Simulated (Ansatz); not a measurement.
Runs of Ansatz 0.2.0 on SrO. The structure is cubic, space group Fm-3m (No. 225). Conventional cell: a = 5.133 Å, b = 5.133 Å, c = 5.133 Å, α = 90.00°, β = 90.00°, γ = 90.00°. Sr (site symmetry m-3m) is surrounded by 6 O at 2.57 Å. O (site symmetry m-3m) is surrounded by 6 Sr at 2.57 Å. 

```tsv
task	level	potentials or basis	spin	cell	k mesh	cutoff (eV)	smearing	driver	points for each segment of the path	other keys	mesh quality	gap on the mesh (eV)	pressure (GPa)
single point	BLYP+D3(BJ)	Ansatz PAW	off	volume scaled by 0.96	9 × 9 × 9	420	fermi-dirac 0.1 eV	calculator	-	-	not flagged	3.49	4.7
single point	LDA+D3(BJ)	Ansatz PAW earlier set	collinear, ferromagnetic start	as given	5 × 5 × 5	900	tetrahedron uncorrected	-	-	scf.lower_state_search = light; hamiltonian.xc = lda; …	coarse	(d)	-6.3
single point	revPBE+D3(BJ)	PseudoDojo standard (PBE files)	SOC, no magnetisation	as given	9 × 9 × 9	1143	tetrahedron	-	-	-	not flagged	3.46	0.9
single point	r2SCAN+rVV10	SPMS NC	off	as given	9 × 9 × 9	1034	fermi-dirac 0.1 eV	-	-	-	not flagged	(a)	-
atomic charges	r2SCAN	SPMS NC	off	as given	9 × 9 × 9	1034	fermi-dirac 0.025 eV	chain	-	-	not flagged	(b)	0.6
band structure	r2SCAN-EpsX	Ansatz PAW	off	volume scaled by 1.15	5 × 5 × 5	500	methfessel-paxton 0.1 eV	-	4	-	not flagged	(c)	-10.1
projected density of states	B3LYP	Ansatz PAW	SOC, no magnetisation	as given	5 × 5 × 5	420	methfessel-paxton 0.15 eV	-	-	-	coarse	5.38	3.8
```

Estimate the missing entries.

(a) 3.78; (b) 3.83; (c) 5.90; (d) 3.34.

Caveats: some runs use coarse meshes; odd divisions of the mesh miss points on the zone boundary, where band edges often lie, so the gap on the mesh can be too wide (some runs); the potentials were made for another functional, which shifts forces and pressure (some runs); the PAW data sets come from PBE, with cores solved anew for the run's functional, which leaves a small shift of forces and pressure (some runs); the meta-GGA runs on potentials made for a GGA (some runs); the thresholds are loose for stress (some runs); the dispersion damping was fitted for another functional or another form of the correction (some runs); the starting moments weren't kept (some runs).

A k mesh can miss the band edges, and rows without SOC leave out spin-orbit coupling on Sr.

Runs at the PBE level aren't shown here.
